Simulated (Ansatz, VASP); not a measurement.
## One calculation of MnO2, two programs

```
Mn O
1.0
     2.90416    0.05808    0.00000
     0.07690    3.84481    0.00000
     0.00000    0.00000    6.16426
Mn O
2 4
Direct
  0.50000 0.50000 0.34330
  0.00000 0.00000 0.65670
  0.50000 0.00000 0.83757
  0.00000 0.50000 0.16243
  0.50000 0.00000 0.42180
  0.00000 0.50000 0.57820
```

Change from the starting cell: strain = 0.04.

Alike in both runs: task single point; functional PBE; k mesh 7 × 5 × 4; occupations fermi-dirac, width 0.05 eV; collinear spin, ferromagnetic start.

|  | VASP | Ansatz |
| --- | --- | --- |
| version | VASP 6.6.1 | Ansatz 0.2.0 |
| potentials or method | VASP PAW PBE potentials, release 64 (Mn_pv, O) | Ansatz PAW |
| plane-wave cutoff (eV) | 520 | 420 |
| valence electrons in the cell | 50 | 54 |

|  | VASP | Ansatz | Ansatz less VASP |
| --- | --- | --- | --- |
| gap on the k mesh at the Fermi level (eV) | none | none | - |
| pressure (GPa) | -6.4 | -7.2 | -0.79 |
| largest component of the traceless stress (GPa) | 3.77 | 4.21 | +0.433 |
| rms of the force components (eV/Å) | 0.253 | 0.302 | +0.0491 |
| net moment per atom (μB) | 1.00 | 1.00 | 0.000 |
| size of the moment on the site where the two differ most (μB) | 2.79 | 2.41 | -0.381 |

Site moments also hang on the region over which each program counts them. Atom by atom the forces differ by 0.049 eV/Å (rms over components). A gap of «none» marks a metal or a gap that the smearing closes. The two sets of potentials don't hold the same shells in valence.

Caveats: semilocal functionals often make such compounds metallic where correlation or magnetic order opens a gap, which also shifts bond lengths; only a ferromagnetic start was run, and an antiferromagnetic order may lie lower in energy; the pressure holds a Pulay correction of +0.7 GPa for the finite cutoff (Ansatz).
